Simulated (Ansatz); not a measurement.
**Te: response to strain**

Te is deformed so: equal xy, yz and zx engineering shear strains of -3 %. What stress and forces result, by LAPW, PAW and all-electron datasets made for the crystal?

Method: DFT PBE, scalar-relativistic, in Ansatz 0.2.0.

## (1) Starting point

Symmetry: P3_121, No. 152, trigonal system. The conventional cell has a = 4.458 Å, b = 4.458 Å, c = 5.925 Å, α = 90.00°, β = 90.00°, γ = 120.00°. Te (site symmetry 2) has 2 Te at 2.79 Å as nearest neighbours.

As a file:

```
CELL_PARAMETERS angstrom
4.45800 0.00000 0.00000
-2.22900 3.86074 0.00000
0.00000 0.00000 5.92500
ATOMIC_POSITIONS crystal
Te 0.74500 0.00000 0.33333
Te 0.00000 0.74500 0.66667
Te 0.25500 0.25500 0.00000
```

Atoms are numbered in the order of the input: Te1, Te2, Te3.

## (2) After the deformation

Space group P3_121 before, P1 after.

## (3) All-electron LAPW

The input, input.yaml:

```yaml
crystal:
  lattice:
    - [4.4579994587, -0.0668699919, -0.0668699919]
    - [-2.2869108411, 3.8941757772, -0.0244761158]
    - [-0.088875, -0.088875, 5.925]
  atoms:
    - { symbol: Te, position: [0.745, 0.0, 0.3333333333] }
    - { symbol: Te, position: [0.0, 0.745, 0.6666666667] }
    - { symbol: Te, position: [0.255, 0.255, 0.0] }
kpoints:
  mp_grid: { grid: [9, 9, 6] }
  band_path:
    path:
      - [0.0, 0.0, 0.0]
      - [0.0, 0.0, 0.5]
      - [-0.5, 0.5, 0.0]
      - [0.0, 0.0, 0.0]
      - [0.0, -0.5, 0.0]
      - [-0.5, 0.0, 0.5]
      - [0.0, 0.0, 0.0]
      - [-0.5, 0.0, 0.0]
      - [0.0, -0.5, 0.5]
    npoints: 5
scf:
  occupations: { method: fermi_dirac, width: 0.08 }
hamiltonian:
  xc: pbe
  pseudopotentials: { kind: all_electron, lapw: { basis_error: 0.0005 } }
output:
  forces: true
  stress: true
  eigenvalues: true
```

The run is started by

```
ansatz run input.yaml --threads 1 --pin off --max-ram 4096MiB --backend cpu --events-out ev --progress --plain --runs-dir out
```

## (4) Frozen-core PAW

The input, input.yaml:

```yaml
crystal:
  lattice:
    - [4.4579994587, -0.0668699919, -0.0668699919]
    - [-2.2869108411, 3.8941757772, -0.0244761158]
    - [-0.088875, -0.088875, 5.925]
  atoms:
    - { symbol: Te, position: [0.745, 0.0, 0.3333333333] }
    - { symbol: Te, position: [0.0, 0.745, 0.6666666667] }
    - { symbol: Te, position: [0.255, 0.255, 0.0] }
kpoints:
  mp_grid: { grid: [9, 9, 6] }
scf:
  occupations: { method: fermi_dirac, width: 0.08 }
hamiltonian:
  xc: pbe
  pseudopotentials: { kind: paw }
output:
  forces: true
  stress: true
  eigenvalues: true
  efg: { contact_densities: true }
  write_density: true
  write_potential: true
  elf: true
  volumetric_format: npy
```

## (5) All-electron PAW on datasets made for the crystal

input.yaml: that of step 4 with these lines changed.

```diff
@@ -15,3 +15,3 @@
   xc: pbe
-  pseudopotentials: { kind: paw }
+  pseudopotentials: { kind: all_electron, datasets: crystal }
 output:
@@ -21,5 +21 @@
   efg: { contact_densities: true }
-  write_density: true
-  write_potential: true
-  elf: true
-  volumetric_format: npy
```

(Steps that only read results are left out.)

**Question.** What will these runs give? Wanted: pressure; largest shear or deviatoric stress.

The runs gave:

```
                                 quantity                                           value
                                 pressure  LAPW 3.25, PAW 3.24, crystal datasets 3.25 GPa
largest shear or deviatoric stress (LAPW)                                        1.65 GPa
```

The largest part of the stress beyond the pressure is 1.65 GPa in size, in the yz component; the atoms are carried along and not relaxed. No run of the undeformed cell stands beside it, so the pressure holds what the given cell had before the change. PAW: stress within 0.01 GPa of LAPW, forces within 4 meV/Å. Crystal datasets: stress within 0.01 GPa of LAPW, forces within 1 meV/Å. Spin-orbit coupling is left out, though the cell holds Te; in elements this heavy it can shift bands and gaps by tenths of an eV.
